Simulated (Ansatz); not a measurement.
# NaH (Pm-3m) in Ansatz: reference runs

Reference runs on NaH: the cell as given and a disturbed copy.

Program: Ansatz 0.2.0. These are calculated values, not measurements. Logs are shortened: lines on timing, memory, paths and dates and some standing lists are left out, and cuts for length are marked.

## (1) The structure

The structure is cubic, space group Pm-3m (No. 221). The conventional cell has a = 2.955 Å, b = 2.955 Å, c = 2.955 Å, α = 90.00°, β = 90.00°, γ = 90.00°. Around Na (site symmetry m-3m) lie 8 H at 2.56 Å. H (site symmetry m-3m) has 8 Na at 2.56 Å as nearest neighbours.

The cell comes from a database or a generator and needn't be the stable form of this composition.

## (2) Single point, PBE

The input, input.yaml:

```yaml
crystal:
  lattice:
    - [2.955124, 0.0, 0.0]
    - [0.0, 2.955124, 0.0]
    - [0.0, 0.0, 2.955124]
  atoms:
    - { symbol: Na, position: [0.0, 0.0, 0.0] }
    - { symbol: H, position: [0.5, 0.5, 0.5] }
hamiltonian:
  xc: pbe
  pseudopotentials: { kind: paw }
kpoints:
  mp_grid: { grid: [9, 9, 9] }
scf:
  occupations: { method: fermi_dirac, width: 0.05 }
output:
  forces: true
  stress: true
  eigenvalues: true
  write_density: true
  write_potential: true
  elf: true
  volumetric_format: npy
```

Potentials or basis: Ansatz PAW.

Started as:

```bash
$ ansatz run input.yaml --threads 2 --pin off --max-ram 5120MiB --backend cpu --events-out ev --progress --plain --runs-dir out
```

What it wrote:

```text
Warning: RAYON_NUM_THREADS=2 ignored (pool sized by the plan → 2); use --threads N
Engine: ansatz 0.2.0, x86_64-unknown-linux-gnu
Pseudopotentials: kind: paw
Pseudopotential: Na, paw, valence charge 9, recommended cutoff 420 eV (normal), Na.paw.azcp
Pseudopotential: H, paw, valence charge 1, recommended cutoff 420 eV (normal), H.paw.azcp
Functional definition: PBE
  parameter kappa = 0.804
  parameter beta = 0.06672455060314922
  exchange = pbe_x(kappa = kappa, mu = beta*pi^2/3)
  correlation = pbe_c(beta = beta)
Crystal: 2 atoms, lattice volume = 25.806 Å³
Basis set: ecut = 420 eV, 485 PW (Γ), exchange–correlation on 40×40×40 points (8 copies of the dense FFT grid, shifted against one another)
Bands: 9, of which v1, the nominal top of the filled ones, is band 5 counted from 1 (4 counted from 0)
Symmetry: 48 space group operations
Space group: Pm-3m (ITA 221), of the structure as read, at distance tolerance 3.0e-5 Å
k-points: 35 of 729
Non-local potential: Na, projectors of the file, l = 0: 3, l = 1: 2, l = 2: 1
Non-local potential: H, projectors of the file, l = 0: 2, l = 1: 1
PAW form: soft (Blöchl's): semilocal exchange-correlation on the pseudo side does not see the compensation charge
PAW one-centre angular grid: Na, 110 points (default); XC on 64 Gauss nodes
PAW one-centre angular grid: H, 110 points (default); XC on 64 Gauss nodes
Initial density: superposition of atomic densities (neutral atoms: chi_scale 0, normalization atom), corrected by the library's trained network
Initial wavefunctions: pseudopotential atomic-orbital guess
Functional: x = pbe(κ = 0.804, μ = 0.2195149727645171), c = pbe(β = 0.06672455060314922)
SCF iter   1: F=—  HF=-1502.366907 eV  |F-HF|=—  |Δ(HF+E_count)|=         —  Δρ=4.41e-3  dr2=5.29e-3  ethr=1.77e-3  ⟨swp⟩=5.1  Hψ=2081  notcnv=0
preconditioner: auto → none  [insulator: Δε(μ)=1.586 eV  Ē_g=11.391 eV  σ=0.050 eV  W_gap=1.00  n_scr=6 (ndim 8)  ℏωp=10.3 eV  f_vac=0.000  D(μ)=0.00/eV (n_scr^D=0)  ε∞_Penn≈1.8]
SCF iter   2: F=—  HF=-1502.365416 eV  |F-HF|=—  |Δ(HF+E_count)|=   1.49e-3  Δρ=7.23e-4  dr2=1.59e-4  ethr=5.29e-5  ⟨swp⟩=1.6  Hψ=627  notcnv=0
SCF iter   3: F=—  HF=-1502.365423 eV  |F-HF|=—  |Δ(HF+E_count)|=   6.90e-6  Δρ=1.32e-4  dr2=3.93e-6  ethr=1.59e-6  ⟨swp⟩=1.9  Hψ=347  notcnv=0
SCF iter   4: F=—  HF=-1502.365469 eV  |F-HF|=—  |Δ(HF+E_count)|=   4.58e-5  Δρ=3.73e-5  dr2=1.31e-7  ethr=3.93e-8  ⟨swp⟩=2.0  Hψ=350  notcnv=0
iter 5 did not close the SCF: its close was put off for the readings that it lacked (scf_convergence_deferred on its scf_iter line)
SCF iter   5: F=-1502.365469 eV  HF=-1502.365469 eV  |F-HF|=2.47e-9  |Δ(HF+E_count)|=   3.80e-7  Δρ=4.91e-6  dr2=5.30e-9  ethr=1.31e-9  ⟨swp⟩=2.3  Hψ=383  notcnv=0
SCF iter   6: F=-1502.365469 eV  HF=-1502.365469 eV  |F-HF|=6.96e-11  |Δ(HF+E_count)|=   1.24e-9  Δρ=7.67e-7  dr2=1.47e-10  ethr=5.30e-11  ⟨swp⟩=4.2  Hψ=1329  notcnv=0
SCF 1 converged in 6 iterations: F = -1502.365469 eV  dr2 = 1.47e-10
SCF converged after 6 iterations
Free energy (F): -1502.365469 eV
Harris-Foulkes:  -1502.365469 eV  (|F-HF|=6.96e-11)
Internal energy: -1502.365469 eV  (E = F + TS)
E sigma→0 (E₀):  -1502.365469 eV
Fermi energy:    3.944674 eV
--- Per-component energies (eV) ---
  E_band       = -224.912380
  E_kinetic    = 134.261635
  E_local      = -1305.268872  (includes V_loc(G=0)·N_el)
  E_nonlocal   = 116.463398
  E_hartree    = 466.012041
  E_xc         = -48.260953
  E_vxc        = -62.087393  (∫ρ·V_xc dr)
  E_paw        = -263.556929  (= ΣΔE_a)
  E_vpaw       = -40.303967  (= ΣTr[D̂ρ^β])
  E_aug_tail   = -0.001277  (compensation charges beyond the density's cutoff)
  E_ewald      = -602.014512
  E_smearing   = -0.000000  (= −TS)
  E_closure    = -0.000000  (closes the sum)
  Σ components = -1502.365469   (vs F -1502.365469, Δ=0.00e0)
--- Forces (eV/Å), atoms counted from 1 ---
  atom   1  Na    -0.00000000     0.00000000     0.00000000
  atom   2  H      0.00000000    -0.00000000     0.00000000
  max |Σ_I F_I| component: 4.70e-31 eV/Å
--- Stress (GPa, compression-positive) ---
        0.222148      -0.000000       0.000000
        0.000000       0.222148       0.000000
        0.000000       0.000000       0.222148
  P = ⅓ Tr σ = 0.2221 GPa (2.221 kbar)
--- Band table (eV; the first three rows and the last of 35) ---
  k-point 0: bands = ["-49.3011", "-21.1365", "-21.1365", "-21.1365", "-2.4890", "12.0826", "14.3849", "14.3849", "15.9140"]
  k-point 1: bands = ["-49.2995", "-21.1574", "-21.1346", "-21.1346", "-2.2966", "10.9564", "13.3298", "14.5886", "16.0610"]
  k-point 2: bands = ["-49.2955", "-21.2102", "-21.1300", "-21.1300", "-1.7419", "8.4696", "13.4784", "15.1942", "16.4911"]
  k-point 34: bands = ["-49.2630", "-21.2564", "-21.2554", "-21.2554", "3.1881", "9.8113", "10.2018", "10.2018", "12.9431"]
```

It took 0.54 s on 2 threads of Intel Xeon 6975P-C (Granite Rapids), shared host; peak memory 0.27 GiB.

What came out:

- Free energy: -1502.3655 eV
- Pressure: 0.2 GPa
- Band gap on the k mesh: 1.50 eV, indirect (least direct gap 4.81 eV)

Levels at points of the mesh, in eV from the valence-band top:
```csv
k point,band 2,band 3,band 4,band 5,band 6,band 7,band 8,band 9
"(0.00, 0.00, 0.00)",-24.32,-24.32,-24.32,-5.68,8.89,11.20,11.20,12.73
```

Caveat: odd divisions of the mesh miss points on the zone boundary, where band edges often lie, so the gap on the mesh can be too wide. A k mesh can miss the band edges.

## (3) Single point, PBE (atoms moved at random, drawn with an rms of 0.05 Å)

input.yaml: that of step 2 with these lines changed.

```diff
@@ -6,4 +6,4 @@
   atoms:
-    - { symbol: Na, position: [0.0, 0.0, 0.0] }
-    - { symbol: H, position: [0.5, 0.5, 0.5] }
+    - { symbol: Na, position: [0.01033, 0.013093, 0.005302] }
+    - { symbol: H, position: [0.505392, 0.502125, 0.490955] }
 hamiltonian:
```

Potentials or basis: Ansatz PAW.

Started as:

```bash
$ ansatz run input.yaml --threads 2 --pin off --max-ram 5120MiB --backend cpu --events-out ev --progress --plain --runs-dir out
```

What it wrote:

```text
Warning: RAYON_NUM_THREADS=2 ignored (pool sized by the plan → 2); use --threads N
[... 9 set-up lines as earlier in the session ...]
Crystal: 2 atoms, lattice volume = 25.806 Å³
Basis set: ecut = 420 eV, 485 PW (Γ), exchange–correlation on 40×40×40 points (8 copies of the dense FFT grid, shifted against one another)
Bands: 9, of which v1, the nominal top of the filled ones, is band 5 counted from 1 (4 counted from 0)
Symmetry: 1 space group operations
Space group: P1 (ITA 1), of the structure as read, at distance tolerance 3.0e-5 Å
k-points: 365 of 729 (time reversal used)
[... 8 set-up lines as earlier in the session ...]
SCF iter   1: F=—  HF=-1502.366292 eV  |F-HF|=—  |Δ(HF+E_count)|=         —  Δρ=4.40e-3  dr2=5.28e-3  ethr=1.77e-3  ⟨swp⟩=5.1  Hψ=21734  notcnv=0
preconditioner: auto → none  [insulator: Δε(μ)=1.587 eV  Ē_g=11.391 eV  σ=0.050 eV  W_gap=1.00  n_scr=6 (ndim 8)  ℏωp=10.3 eV  f_vac=0.000  D(μ)=0.00/eV (n_scr^D=0)  ε∞_Penn≈1.8]
SCF iter   2: F=—  HF=-1502.364800 eV  |F-HF|=—  |Δ(HF+E_count)|=   1.49e-3  Δρ=7.23e-4  dr2=1.59e-4  ethr=5.28e-5  ⟨swp⟩=1.4  Hψ=6410  notcnv=0
SCF iter   3: F=—  HF=-1502.364808 eV  |F-HF|=—  |Δ(HF+E_count)|=   8.06e-6  Δρ=1.33e-4  dr2=4.01e-6  ethr=1.59e-6  ⟨swp⟩=2.0  Hψ=3642  notcnv=0
SCF iter   4: F=—  HF=-1502.364830 eV  |F-HF|=—  |Δ(HF+E_count)|=   2.23e-5  Δρ=3.76e-5  dr2=1.35e-7  ethr=4.01e-8  ⟨swp⟩=2.0  Hψ=3650  notcnv=0
iter 5 did not close the SCF: its close was put off for the readings that it lacked (scf_convergence_deferred on its scf_iter line)
SCF iter   5: F=-1502.364831 eV  HF=-1502.364831 eV  |F-HF|=2.23e-9  |Δ(HF+E_count)|=   3.85e-7  Δρ=4.75e-6  dr2=4.93e-9  ethr=1.35e-9  ⟨swp⟩=2.1  Hψ=3724  notcnv=0
SCF iter   6: F=-1502.364831 eV  HF=-1502.364831 eV  |F-HF|=5.43e-11  |Δ(HF+E_count)|=   1.02e-9  Δρ=7.05e-7  dr2=1.22e-10  ethr=4.93e-11  ⟨swp⟩=4.1  Hψ=13870  notcnv=0
SCF 1 converged in 6 iterations: F = -1502.364831 eV  dr2 = 1.22e-10
SCF converged after 6 iterations
Free energy (F): -1502.364831 eV
Harris-Foulkes:  -1502.364831 eV  (|F-HF|=5.43e-11)
Internal energy: -1502.364831 eV  (E = F + TS)
E sigma→0 (E₀):  -1502.364831 eV
Fermi energy:    3.943288 eV
--- Per-component energies (eV) ---
  E_band       = -224.901343
  E_kinetic    = 134.267403
  E_local      = -1305.348663  (includes V_loc(G=0)·N_el)
  E_nonlocal   = 116.465304
  E_hartree    = 466.054693
  E_xc         = -48.263055
  E_vxc        = -62.090161  (∫ρ·V_xc dr)
  E_paw        = -263.556940  (= ΣΔE_a)
  E_vpaw       = -40.303367  (= ΣTr[D̂ρ^β])
  E_aug_tail   = -0.001266  (compensation charges beyond the density's cutoff)
  E_ewald      = -601.982306
  E_smearing   = -0.000000  (= −TS)
  E_closure    = -0.000000  (closes the sum)
  Σ components = -1502.364831   (vs F -1502.364831, Δ=0.00e0)
--- Forces (eV/Å), atoms counted from 1 ---
  atom   1  Na    -0.00617324    -0.01363234    -0.01773999
  atom   2  H      0.00617332     0.01363240     0.01774019
  max |Σ_I F_I| component: 1.99e-7 eV/Å
--- Stress (GPa, compression-positive) ---
        0.246073       0.008954       0.011680
        0.008954       0.249200       0.025859
        0.011680       0.025859       0.252025
  P = ⅓ Tr σ = 0.2491 GPa (2.491 kbar)
--- Band table (eV; the first three rows and the last of 365) ---
  k-point 0: bands = ["-49.2997", "-21.1352", "-21.1350", "-21.1349", "-2.4887", "12.0701", "14.3792", "14.3829", "15.9160"]
  k-point 1: bands = ["-49.2981", "-21.1562", "-21.1332", "-21.1330", "-2.2964", "10.9470", "13.3355", "14.5863", "16.0629"]
  k-point 2: bands = ["-49.2941", "-21.2089", "-21.1286", "-21.1284", "-1.7417", "8.4661", "13.4814", "15.1918", "16.4931"]
  k-point 364: bands = ["-49.2834", "-21.2997", "-21.1386", "-21.1362", "0.1674", "5.1157", "12.7684", "14.9590", "16.7295"]
```

It took 2.7 s on 2 threads of Intel Xeon 6975P-C (Granite Rapids), shared host; peak memory 0.41 GiB.

What came out:

- Free energy: -1502.3648 eV
- Pressure: 0.2 GPa
- Largest force: 0.023 eV/Å
- Band gap on the k mesh: 1.50 eV, indirect (least direct gap 4.81 eV)

Forces in eV/Å, atoms in the order of the input:
```
Na  -0.006 -0.014 -0.018
H    0.006  0.014  0.018
```

Caveat: odd divisions of the mesh miss points on the zone boundary, where band edges often lie, so the gap on the mesh can be too wide.
